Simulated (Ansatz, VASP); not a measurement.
**BAs in two plane-wave programs**

Aim: how closely do two programs agree when they are given the same cell, functional and k mesh? The cell is taken from a series of VASP runs on this material, whose earlier steps may have relaxed, scaled or displaced it; both programs get it as it stands. Other levels of theory on this material are compared in a session of their own.

Method: plane waves, with VASP 6.6.1 beside it; band structure at PBE, spin-orbit coupling, in Ansatz 0.2.0.

## (1) The structure

The structure is cubic, space group F-43m (No. 216). Conventional cell: a = 4.817 Å, b = 4.817 Å, c = 4.817 Å, α = 90.00°, β = 90.00°, γ = 90.00°. Nearest to B lie 4 As at 2.09 Å. As has 4 B at 2.09 Å nearest. Farther neighbours are not listed.

## (2) Ansatz: band structure, PBE, spin-orbit coupling

Ansatz runs on its fully relativistic PAW (standard-fr) files.

The same path points are solved in both programs, so levels can be compared one by one.

input.yaml

```yaml
crystal:
  lattice:
    - [0.0, 2.4084771865, 2.4084771865]
    - [2.4084771865, 0.0, 2.4084771865]
    - [2.4084771865, 2.4084771865, 0.0]
  atoms:
    - { symbol: B, position: [0.0, 0.0, 0.0] }
    - { symbol: As, position: [0.25, 0.25, 0.25] }
hamiltonian:
  xc: pbe
  pseudopotentials: { kind: paw_fr }
magnetization:
  noncollinear: true
  spin_orbit: true
kpoints:
  mp_grid: { grid: [7, 7, 7] }
  band_path:
    path:
      - [0.0, 0.0, 0.0]
      - [0.16667, 0.0, 0.16667]
      - [0.33333, 0.0, 0.33333]
      - [0.4, 0.0, 0.4]
      - [0.5, 0.0, 0.5]
      - [0.5, 0.08333, 0.58333]
      - [0.5, 0.18333, 0.68333]
      - [0.5, 0.25, 0.75]
      - [0.45, 0.3, 0.75]
      - [0.40833, 0.34167, 0.75]
      - [0.35, 0.35, 0.7]
      - [0.225, 0.225, 0.45]
      - [0.075, 0.075, 0.15]
      - [0.03333, 0.03333, 0.03333]
      - [0.23333, 0.23333, 0.23333]
      - [0.4, 0.4, 0.4]
      - [0.51667, 0.46667, 0.51667]
      - [0.55833, 0.38333, 0.55833]
      - [0.60833, 0.28333, 0.60833]
      - [0.60833, 0.25, 0.64167]
      - [0.55833, 0.25, 0.69167]
      - [0.51667, 0.25, 0.73333]
      - [0.5, 0.3, 0.7]
      - [0.5, 0.38333, 0.61667]
      - [0.5, 0.48333, 0.51667]
      - [0.475, 0.475, 0.55]
      - [0.425, 0.425, 0.65]
      - [0.38333, 0.38333, 0.73333]
      - [0.59167, 0.18333, 0.59167]
      - [0.55, 0.1, 0.55]
      - [0.5, 0.0, 0.5]
    npoints: 1
scf:
  occupations: { method: gaussian, width: 0.05 }
  n_extra_bands: 14
output:
  forces: true
  stress: true
  eigenvalues: true
```

Run with:

```
ansatz run input.yaml --threads 2 --pin off --max-ram 4608MiB --backend cpu --events-out ev --progress --plain --runs-dir out
```

Numbers of over 12 decimals in the logs are rounded to 6 here.

The log of the run:

```text
scf.n_extra_bands = 14 over 18 filled bands (N_el = 18.0): the run solves 32 bands
Engine: ansatz 0.2.0, aarch64-unknown-linux-gnu
Pseudopotentials: kind: paw_fr
Pseudopotential: B, paw_fr, valence charge 3, recommended cutoff 420 eV (normal), B.paw.azcp#standard-fr
Pseudopotential: As, paw_fr, valence charge 15, recommended cutoff 420 eV (normal), As.paw.azcp#standard-fr
Functional definition: PBE
  parameter kappa = 0.804
  parameter beta = 0.066725
  exchange = pbe_x(kappa = kappa, mu = beta*pi^2/3)
  correlation = pbe_c(beta = beta)
non-collinear run that drives no moment, with spin-orbit: no starting moment large enough to seed its density (crystal.atoms[].spin), no starting occupations that ask for one, no magnetisation constraint and no magnetic field, so the semilocal B_xc is pinned to zero
Crystal: 2 atoms, lattice volume = 27.942 Å³
Basis set: ecut = 420 eV, 537 PW (Γ), exchange–correlation on 48×48×48 points (8 copies of the dense FFT grid, shifted against one another)
Bands: 32, of which v1, the nominal top of the filled ones, is band 18 counted from 1 (17 counted from 0)
Symmetry: 24 space group operations + 24 with time reversal
Magnetic group: BNS 216.75 (UNI 1577), of the structure as read, at distance tolerance 3.0e-5 Å
k-points: 20 of 343 (time reversal used)
Projection manifold: j_resolved (fully-relativistic pseudo-atomic orbitals)
Non-local potential: B, projectors of the file, l = 0: 2, l = 1: 4, l = 2: 2
Non-local potential: As, projectors of the file, l = 0: 2, l = 1: 4, l = 2: 6, l = 3: 2
PAW form: soft (Blöchl's): semilocal exchange-correlation on the pseudo side does not see the compensation charge
PAW one-centre angular grid: B, 110 points (default); XC on 64 Gauss nodes
PAW one-centre angular grid: As, 590 points (default); XC on 64 Gauss nodes
Initial density: superposition of atomic densities (chi_scale 0.1, normalization cell, long waves kept (reshape's long-wave potential 0.00 eV rms))
Initial wavefunctions: pseudopotential atomic-orbital guess
Functional: x = pbe(κ = 0.804, μ = 0.219515), c = pbe(β = 0.066725)
SCF iter   1: F=—  HF=-5012.823234 eV  |F-HF|=—  |Δ(HF+E_count)|=         —  Δρ=7.48e-2  dr2=1.98e0  dr2_m=0.00e0 (ungated)  ethr=3.10e-3  |M|=0.00e0 ∫|m|=0.00e0 μB  |m|>n=0.0e0 m-floor=0.0e0 τ_xc=0.0e0  β_m=0.30  ⟨swp⟩=6.8  Hψ=4171  notcnv=0  defer=41
preconditioner: auto → none  [insulator: Δε(μ)=1.711 eV  Ē_g=15.493 eV  σ=0.050 eV  W_gap=1.00  n_scr=8 (ndim 8)  ℏωp=19.9 eV  f_vac=0.000  D(μ)=0.00/eV (n_scr^D=0)  ε∞_Penn≈2.6]
SCF iter   2: F=—  HF=-5012.305673 eV  |F-HF|=—  |Δ(HF+E_count)|=   5.18e-1  Δρ=3.59e-2  dr2=3.48e-1  dr2_m=0.00e0 (ungated)  ethr=3.10e-3  |M|=0.00e0 ∫|m|=0.00e0 μB  |m|>n=0.0e0 m-floor=0.0e0 τ_xc=0.0e0  β_m=0.39  ⟨swp⟩=2.0  Hψ=994  notcnv=0  defer=146
SCF iter   3: F=—  HF=-5012.226322 eV  |F-HF|=—  |Δ(HF+E_count)|=   7.94e-2  Δρ=1.35e-2  dr2=3.46e-2  dr2_m=0.00e0 (ungated)  ethr=1.93e-3  |M|=0.00e0 ∫|m|=0.00e0 μB  |m|>n=0.0e0 m-floor=0.0e0 τ_xc=0.0e0  β_m=0.54  ⟨swp⟩=2.5  Hψ=752  notcnv=0  defer=146
SCF iter   4: F=—  HF=-5012.224262 eV  |F-HF|=—  |Δ(HF+E_count)|=   2.06e-3  Δρ=1.99e-3  dr2=6.08e-4  dr2_m=0.00e0 (ungated)  ethr=1.92e-4  |M|=0.00e0 ∫|m|=0.00e0 μB  |m|>n=0.0e0 m-floor=0.0e0 τ_xc=0.0e0  β_m=0.56  ⟨swp⟩=2.3  Hψ=676  notcnv=0  defer=146
SCF iter   5: F=—  HF=-5012.224421 eV  |F-HF|=—  |Δ(HF+E_count)|=   1.59e-4  Δρ=4.53e-4  dr2=2.60e-5  dr2_m=0.00e0 (ungated)  ethr=3.38e-6  |M|=0.00e0 ∫|m|=0.00e0 μB  |m|>n=0.0e0 m-floor=0.0e0 τ_xc=0.0e0  β_m=0.69  ⟨swp⟩=2.2  Hψ=676  notcnv=0  defer=146
SCF iter   6: F=—  HF=-5012.224437 eV  |F-HF|=—  |Δ(HF+E_count)|=   1.66e-5  Δρ=4.02e-5  dr2=2.68e-7  dr2_m=0.00e0 (ungated)  ethr=1.44e-7  |M|=0.00e0 ∫|m|=0.00e0 μB  |m|>n=0.0e0 m-floor=0.0e0 τ_xc=0.0e0  β_m=0.83  ⟨swp⟩=2.0  Hψ=764  notcnv=0  defer=146
SCF iter   7: F=-5012.224438 eV  HF=-5012.224438 eV  |F-HF|=2.31e-9  |Δ(HF+E_count)|=   1.65e-7  Δρ=6.94e-6  dr2=7.72e-9  dr2_m=0.00e0 (ungated)  ethr=5.56e-10  |M|=0.00e0 ∫|m|=0.00e0 μB  |m|>n=0.0e0 m-floor=0.0e0 τ_xc=0.0e0  ⟨swp⟩=9.7  Hψ=3374  notcnv=0
SCF 1 converged in 7 iterations: F = -5012.224438 eV  dr2 = 7.72e-9
  greatest PAW one-centre occupation: 0.999 electrons in one spin orbital (limit 2), on the As atom at site 1 (counted from 0), in its partial waves of l = 2
NSCF: frozen V_eff on 31 k-points
SCF converged after 7 iterations
Magnetization: |M| = 0.0000 μB,  M = (+0.0000, +0.0000, +0.0000) μB
Absolute magnetization: 0.0000 μB (∫|m|)
  site 0: m = (+0.0000, +0.0000, +0.0000) μB, |m| = 0.0000 μB  (R = 0.86 Å)
  site 1: m = (+0.0000, +0.0000, +0.0000) μB, |m| = 0.0000 μB  (R = 0.86 Å)
Free energy (F): -5012.224438 eV
Harris-Foulkes:  -5012.224438 eV  (|F-HF|=2.31e-9)
Internal energy: -5012.224438 eV  (E = F + TS)
E sigma→0 (E₀):  -5012.224438 eV
Fermi energy:    11.380183 eV
--- Per-component energies (eV) ---
  E_band       = -216.131033
  E_kinetic    = 151.061507
  E_local      = -1715.961966  (includes V_loc(G=0)·N_el)
  E_nonlocal   = -657.535186
  E_hartree    = 948.410401
  E_xc         = -111.039657
  E_vxc        = -117.140564  (∫ρ·V_xc dr)
  E_paw        = -1915.699038  (= ΣΔE_a)
  E_vpaw       = 226.622464  (= ΣTr[D̂ρ^β])
  E_aug_tail   = 0.000007  (compensation charges beyond the density's cutoff)
  E_ewald      = -1711.460505
  E_smearing   = -0.000000  (= −TS)
  E_closure    = -0.000000  (closes the sum)
  Σ components = -5012.224438   (vs F -5012.224438, Δ=0.00e0)
--- Forces (eV/Å), atoms counted from 1 ---
  atom   1  B      0.00000000    -0.00000000    -0.00000000
  atom   2  As    -0.00000000    -0.00000000     0.00000000
  max |Σ_I F_I| component: 5.73e-16 eV/Å
--- Stress (GPa, compression-positive) ---
       -0.627274      -0.000000      -0.000000
       -0.000000      -0.627274       0.000000
       -0.000000       0.000000      -0.627274
  P = ⅓ Tr σ = -0.6273 GPa (-6.273 kbar)
--- Band table (eV; the first three rows and the last of 20) ---
  k-point 0: bands = [... 14 lower, 10.7984, 10.7984, 10.7984, 10.7984, 13.8455, 13.8455, 14.0531, 14.0531, ... 10 higher]
  k-point 1: bands = [... 14 lower, 10.1380, 10.1380, 10.2730, 10.2748, 13.9789, 13.9789, 14.6098, 14.6098, ... 10 higher]
  k-point 2: bands = [... 14 lower, 9.3724, 9.3724, 9.5129, 9.5147, 13.5677, 13.5677, 15.3948, 15.3948, ... 10 higher]
  k-point 19: bands = [... 14 lower, 4.9684, 5.0782, 6.5200, 6.5797, 14.5375, 14.5751, 16.9799, 16.9912, ... 10 higher]
```

Run time: 6.8 s. Hardware: 2 threads of Arm Neoverse N1, shared host; peak memory 0.36 GiB.

## (3) VASP: band structure, PBE, spin-orbit coupling

The same cell, functional, mesh and smearing now go to VASP, with its own data sets and cutoff.

Lines of VASP's logs that name or quote its potential files are left out, and so is its time.

INCAR

```
SYSTEM = BAs
PREC = Accurate
ENCUT = 420
EDIFF = 1E-06
NELM = 100
ISMEAR = 0
SIGMA = 0.05
LREAL = .FALSE.
ALGO = Normal
GGA = PE
LNONCOLLINEAR = .TRUE.
MAGMOM = 0 0 0 0 0 0
NBANDS = 20
GGA_COMPAT = .FALSE.
LASPH = .TRUE.
LSORBIT = .TRUE.
LORBIT = 11
LWAVE = .FALSE.
LCHARG = .FALSE.
KPAR = 2
```

POSCAR

```
BAs
1.0
    0.0000000000      2.4084771865      2.4084771865
    2.4084771865      0.0000000000      2.4084771865
    2.4084771865      2.4084771865      0.0000000000
B As
1 1
Direct
    0.0000000000      0.0000000000      0.0000000000
    0.2500000000      0.2500000000      0.2500000000
```

KPOINTS

```
Automatic mesh
0
Gamma
7 7 7
0 0 0
```

KPOINTS_OPT

```
Line mode
16
Line-mode
Reciprocal
  0.00000000   0.00000000   0.00000000 GAMMA
  0.50000000   0.00000000   0.50000000 X

  0.50000000   0.00000000   0.50000000 X
  0.50000000   0.25000000   0.75000000 W

  0.50000000   0.25000000   0.75000000 W
  0.37500000   0.37500000   0.75000000 K

  0.37500000   0.37500000   0.75000000 K
  0.00000000   0.00000000   0.00000000 GAMMA

  0.00000000   0.00000000   0.00000000 GAMMA
  0.50000000   0.50000000   0.50000000 L

  0.50000000   0.50000000   0.50000000 L
  0.62500000   0.25000000   0.62500000 U

  0.62500000   0.25000000   0.62500000 U
  0.50000000   0.25000000   0.75000000 W

  0.50000000   0.25000000   0.75000000 W
  0.50000000   0.50000000   0.50000000 L

  0.50000000   0.50000000   0.50000000 L
  0.37500000   0.37500000   0.75000000 K

  0.62500000   0.25000000   0.62500000 U
  0.50000000   0.00000000   0.50000000 X
```

PAW data sets: B and As (PBE family, release 64).

Run with:

```
mpirun -np 2 vasp_ncl
```

The log of the run:

```text
[banner, memory and clock lines left out]
running    2 mpi-ranks, on    1 nodes
 distrk:  each k-point on    1 cores,    2 groups
 distr:  one band on    1 cores,    1 groups

 POSCAR found type information on POSCAR B As
 POSCAR found :  2 types and       2 ions
 LDA part: xc-table for (Slater+PW92), standard interpolation
 POSCAR, INCAR and KPOINTS ok, starting setup
 FFT: planning ... GRIDC
 FFT: planning ... GRID_SOFT
 FFT: planning ... GRID
 WAVECAR not read
 entering main loop
       N       E                     dE             d eps       ncg     rms          rms(c)
DAV:   1     0.138653129759E+02    0.13865E+02   -0.28040E+03  1200   0.590E+02
DAV:   2    -0.109149181886E+02   -0.24780E+02   -0.22857E+02  1656   0.118E+02
DAV:   3    -0.120053713563E+02   -0.10905E+01   -0.10773E+01  1444   0.216E+01
DAV:   4    -0.120099211451E+02   -0.45498E-02   -0.45487E-02  1480   0.160E+00
DAV:   5    -0.120099319083E+02   -0.10763E-04   -0.10763E-04  1396   0.824E-02    0.476E+00
DAV:   6    -0.114744678861E+02    0.53546E+00   -0.36995E-01  1348   0.538E+00    0.231E+00
DAV:   7    -0.114235896754E+02    0.50878E-01   -0.13447E-01  1456   0.256E+00    0.967E-01
DAV:   8    -0.114170560809E+02    0.65336E-02   -0.15478E-02  1368   0.925E-01    0.114E-01
DAV:   9    -0.114170073638E+02    0.48717E-04   -0.88036E-04  1400   0.253E-01    0.591E-02
DAV:  10    -0.114171681319E+02   -0.16077E-03   -0.20687E-04  1332   0.959E-02    0.402E-02
DAV:  11    -0.114171938065E+02   -0.25675E-04   -0.18952E-05  1460   0.344E-02    0.138E-02
DAV:  12    -0.114171946452E+02   -0.83877E-06   -0.10457E-06  1360   0.791E-03
   1 F= -.11417195E+02 E0= -.11417195E+02  d E =-.234075E-12  mag=     0.0000     0.0000    -0.0000
 Start KPOINTS_OPT (optional k-point list driver)
k-point batch [1-30\160]
       N       E                     dE             ncg
DAV:   1     0.675990628000E+03   -0.57850E+04     1200
DAV:   2    -0.705194578634E+02   -0.74651E+03     1724
DAV:   3    -0.101490502819E+03   -0.30971E+02     1440
DAV:   4    -0.101605348748E+03   -0.11485E+00     1484
DAV:   5    -0.101605601366E+03   -0.25262E-03     1468
DAV:   6    -0.101605602248E+03   -0.88241E-06     1292
[...]
k-point batch [151-160\160]
       N       E                     dE             ncg
DAV:   1     0.584834716928E+04   -0.28607E+04      400
DAV:   2     0.561207872708E+04   -0.23627E+03      584
DAV:   3     0.560395331583E+04   -0.81254E+01      520
DAV:   4     0.560392574852E+04   -0.27567E-01      516
DAV:   5     0.560392568693E+04   -0.61595E-04      512
DAV:   6     0.560392568671E+04   -0.21728E-06      440
```

Parts of OUTCAR (step 3):

```text
ion  position               nearest neighbor table
   1  0.000  0.000  0.000-   2 2.09   2 2.09   2 2.09   2 2.09
   2  0.250  0.250  0.250-   1 2.09   1 2.09   1 2.09   1 2.09

  LATTYP: Found a face centered cubic cell.
 ALAT       =     4.8169543730

 Subroutine GETGRP returns: Found 24 space group operations
 (whereof 24 operations were pure point group operations)

The static configuration has the point symmetry T_d .

 Found     30 irreducible k-points:

   k-points           NKPTS =     30   k-points in BZ     NKDIM =     30   number of bands    NBANDS=     20

   dimension x,y,z NGX =    24 NGY =   24 NGZ =   24
   dimension x,y,z NGXF=    48 NGYF=   48 NGZF=   48

   ENCUT  =  420.0 eV  30.87 Ry    5.56 a.u.   5.69  5.69  5.69*2*pi/ulx,y,z

   NELECT =       8.0000    total number of electrons

 k-points in reciprocal lattice and weights: Automatic mesh
   0.00000000  0.00000000  0.00000000       0.003
   0.14285714  0.00000000  0.00000000       0.012
  -0.14285714  0.00000000  0.00000000       0.012
   0.28571429  0.00000000  0.00000000       0.012
  -0.28571429  0.00000000  0.00000000       0.012
   0.42857143  0.00000000  0.00000000       0.012
  -0.42857143  0.00000000  0.00000000       0.012
   0.14285714  0.14285714  0.00000000       0.017
   0.28571429  0.14285714  0.00000000       0.035
[...]
-0.42857143  0.42857143  0.14285714       0.070
  -0.28571429  0.42857143  0.14285714       0.070

 average (electrostatic) potential at core
       1 -27.0938       2 -49.0135

 E-fermi :   6.1459

 k-point     1 :       0.0000    0.0000    0.0000
  band No.  band energies     occupation
    ...
      4       5.7143      1.00000
      5       5.9202      1.00000
      6       5.9202      1.00000
      7       5.9202      1.00000
      8       5.9202      1.00000
      9       8.9650      0.00000
     10       8.9650      0.00000
     11       9.1712      0.00000
     12       9.1712      0.00000
     13       9.1712      0.00000
    ...

 k-point     2 :       0.1429    0.0000    0.0000
  band No.  band energies     occupation
    ...
      4       3.4919      1.00000
      5       5.2614      1.00000
      6       5.2614      1.00000
      7       5.3940      1.00000
      8       5.3958      1.00000
      9       9.1013      0.00000
     10       9.1013      0.00000
     11       9.7288      0.00000
     12       9.7288      0.00000
     13       9.8599      0.00000
    ...

 k-point     3 :      -0.1429    0.0000    0.0000
  band No.  band energies     occupation
    ...
      4       3.4919      1.00000
      5       5.2614      1.00000
      6       5.2614      1.00000
      7       5.3940      1.00000
      8       5.3958      1.00000
      9       9.1013      0.00000
     10       9.1013      0.00000
     11       9.7288      0.00000
     12       9.7288      0.00000
     13       9.8599      0.00000
    ...

  Total        0.0001278      0.0001278      0.0001278      0.0000000      0.0000000     -0.0000000
  in kB        0.0073266      0.0073266      0.0073266      0.0000000      0.0000000     -0.0000000
  external PRESSURE =       0.0073266 kB  Pullay stress =       0.0000000 kB

  energy-cutoff  :      420.00
  volume of cell :       27.94
      direct lattice vectors                 reciprocal lattice vectors
     0.000000000  2.408477186  2.408477186    -0.207600057  0.207600057  0.207600057
     2.408477186  0.000000000  2.408477186     0.207600057 -0.207600057  0.207600057
     2.408477186  2.408477186  0.000000000     0.207600057  0.207600057 -0.207600057

 POSITION                                       TOTAL-FORCE (eV/Angst)
 -----------------------------------------------------------------------------------
      0.00000      0.00000      0.00000        -0.000000     -0.000000      0.000000
      1.20424      1.20424      1.20424         0.000000      0.000000     -0.000000
 -----------------------------------------------------------------------------------
    total drift:                                0.000000      0.000000      0.000000

  FREE ENERGIE OF THE ION-ELECTRON SYSTEM (eV)
  ---------------------------------------------------
  free  energy   TOTEN  =       -11.4171946452 eV

  energy  without entropy=      -11.4171946452  energy(sigma->0) =      -11.41719465

 Spin-Orbit-Coupling matrix elements
 Ion:    1  E_soc:     -0.0000091
 Ion:    2  E_soc:     -0.0212252

 total charge
# of ion       s       p       d       tot
------------------------------------------
    1        0.656   1.153   0.000   1.809
    2        1.173   1.644   0.084   2.901
--------------------------------------------------
tot          1.829   2.798   0.084   4.710

 magnetization (x)
# of ion       s       p       d       tot
------------------------------------------
    1        0.000   0.000   0.000   0.000
    2       -0.000  -0.000   0.000  -0.000
--------------------------------------------------
tot         -0.000   0.000   0.000   0.000

 magnetization (y)
# of ion       s       p       d       tot
------------------------------------------
    1        0.000   0.000   0.000   0.000
    2       -0.000  -0.000   0.000  -0.000
--------------------------------------------------
tot         -0.000  -0.000   0.000  -0.000

 magnetization (z)
# of ion       s       p       d       tot
------------------------------------------
    1       -0.000  -0.000   0.000  -0.000
    2       -0.000   0.000   0.000   0.000
--------------------------------------------------
tot         -0.000  -0.000   0.000  -0.000

[... 3 further parts left out ...]
```

The run ends at a pressure of 0.00 GPa.

## (4) Differences

Known differences besides the potentials themselves: spin-orbit coupling enters by fully relativistic files in Ansatz and inside the spheres in VASP; the data sets hold 18 valence electrons in Ansatz (fully relativistic PAW (standard-fr) files) and 8 in VASP. Total energies have different zeros and are not compared.

Compared:

```csv
quantity,Ansatz,VASP,difference
pressure (GPa),-0.63,0.00,-0.63
pressure without Ansatz's Pulay correction (GPa),-0.73,0.00,-0.73
gap over the path points (eV),1.143,1.135,+0.008
```

Levels at points of the path, from each program's valence-band top (eV; 6 filled, then empty):

```csv
k (reciprocal lattice),Ansatz,VASP
0.000 0.000 0.000,-0.21 -0.21 0.00 0.00 0.00 0.00 3.05 3.05 3.25 3.25 3.25 3.25,-0.21 -0.21 0.00 0.00 0.00 0.00 3.04 3.04 3.25 3.25 3.25 3.25
0.167 0.000 0.167,-2.38 -2.38 -1.78 -1.78 -1.66 -1.66 2.18 2.18 5.34 5.34 5.46 5.46,-2.38 -2.38 -1.79 -1.79 -1.66 -1.66 2.17 2.17 5.34 5.34 5.45 5.45
0.333 0.000 0.333,-5.96 -5.96 -3.50 -3.50 -3.37 -3.37 1.24 1.24 3.07 3.07 8.84 8.84,-5.96 -5.96 -3.50 -3.50 -3.37 -3.37 1.23 1.23 3.06 3.06 8.82 8.82
0.400 0.000 0.400,-7.29 -7.29 -3.88 -3.88 -3.75 -3.75 1.14 1.14 2.21 2.21 10.06 10.06,-7.30 -7.30 -3.89 -3.89 -3.76 -3.76 1.14 1.14 2.20 2.20 10.05 10.05
0.500 0.000 0.500,-8.45 -8.45 -4.10 -4.10 -3.97 -3.97 1.40 1.40 1.41 1.41 11.01 11.01,-8.46 -8.46 -4.11 -4.11 -3.98 -3.98 1.39 1.39 1.40 1.40 10.99 10.99
0.500 0.083 0.583,-8.37 -8.35 -4.48 -4.41 -4.32 -4.31 2.07 2.11 2.13 2.14 10.25 10.34,-8.38 -8.36 -4.49 -4.42 -4.33 -4.32 2.06 2.10 2.13 2.13 10.22 10.32
0.500 0.183 0.683,-8.13 -8.07 -5.26 -5.13 -4.96 -4.94 4.06 4.10 4.30 4.30 7.95 8.08,-8.14 -8.08 -5.26 -5.14 -4.97 -4.95 4.04 4.09 4.29 4.30 7.93 8.06
0.500 0.250 0.750,-8.04 -7.97 -5.48 -5.34 -5.11 -5.09 5.19 5.20 5.74 5.74 6.62 6.69,-8.05 -7.98 -5.48 -5.34 -5.12 -5.10 5.17 5.18 5.73 5.74 6.61 6.68
0.450 0.300 0.750,-8.06 -7.99 -5.70 -5.59 -4.51 -4.46 3.72 3.76 5.53 5.56 7.45 7.56,-8.07 -8.00 -5.70 -5.60 -4.52 -4.46 3.71 3.75 5.52 5.55 7.44 7.55
0.408 0.342 0.750,-8.10 -8.04 -5.86 -5.76 -3.75 -3.71 2.39 2.42 5.43 5.46 8.47 8.56,-8.11 -8.05 -5.86 -5.77 -3.75 -3.72 2.38 2.41 5.42 5.45 8.45 8.54
```

Among the levels compared at these points, filled levels agree within 12 meV and empty ones within 24 meV. Ansatz's pressure holds a Pulay correction of 0.10 GPa; VASP's holds none.

## (5) Summary of results

```json
{
  "difference in gap over the path points (band structure, PBE, spin-orbit coupling)": "0.0077 eV",
  "difference in pressure (band structure, PBE, spin-orbit coupling)": "-0.63 GPa"
}
```

The difference in pressure is -0.63 GPa (band structure, PBE, spin-orbit coupling), within the 1 GPa picked in this series as the mark of a large difference. 3 further runs of this series are not shown here. Such differences can come from data sets, numerical settings and the points named under the comparisons, not from the functional's error against experiment.

[Lines on the potential files, build, host, timing and source positions are cut from VASP's logs without a mark.]

[Logs are printed without paths, hosts, clocks, repeated set-up lines and the standing remarks that a program may print on its own settings, such as how far it seeks lower states.]

[Hosts, paths, dates, database ids (printed as entryN), source tags and the programs' standing remarks are cut or masked in the printed files.]
